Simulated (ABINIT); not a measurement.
Ir:

```
CELL_PARAMETERS angstrom
2.75138 0.00000 0.00000
-1.37569 2.38276 0.00000
0.00000 0.00000 4.46229
ATOMIC_POSITIONS crystal
Ir 0.33333 0.66667 0.25000
Ir 0.66667 0.33333 0.75000
```

This isn't the form of Ir at room conditions, which is fcc.

| Item | Value |
| --- | --- |
| Program | ABINIT 10.8.3 (patched build) |
| Task | relaxation of cell and atoms |
| Functional | PBE |
| Dispersion | D3(BJ) |
| Potentials or basis | JTH PAW PBE v2.0 |
| Cutoff | 435 eV |
| k mesh | 11 × 11 × 6 |
| Occupations | fermi-dirac, width 0.05 eV |
| Spin | no spin polarisation |

At the start: pressure -9.5 GPa; volume 14.63 Å³/atom.

Problem. How do energy, volume and symmetry change on relaxing?

Solution. Over 3 steps the energy falls by 12.2 meV/atom and the volume is 14.23 Å³/atom (-2.7 %); space group P6_3/mmc (No. 194, to 0.05 Å).

The path:
| step | energy change (eV) | largest force (eV/Å) | pressure (GPa) | volume (Å³) |
| --- | --- | --- | --- | --- |
| 1 | 0.0000 | 0.0000 | -9.55 | 29.25 |
| 2 | -0.0219 | 0.0000 | -3.20 | 28.71 |
| 3 | -0.0243 | 0.0000 | 0.16 | 28.45 |

Final structure:
```xyz
2
Lattice="2.7265 0.0000 0.0000 -1.3632 2.3612 0.0000 0.0000 0.0000 4.4194" Properties=species:S:1:pos:R:3 pbc="T T T"
Ir    0.0000    1.5741    1.1049
Ir    1.3632    0.7871    3.3146
```

Caveat: the log and the count of SCF iterations are those of the last ABINIT call alone; pairwise dispersion overbinds metals, which lowers pressure and volume.
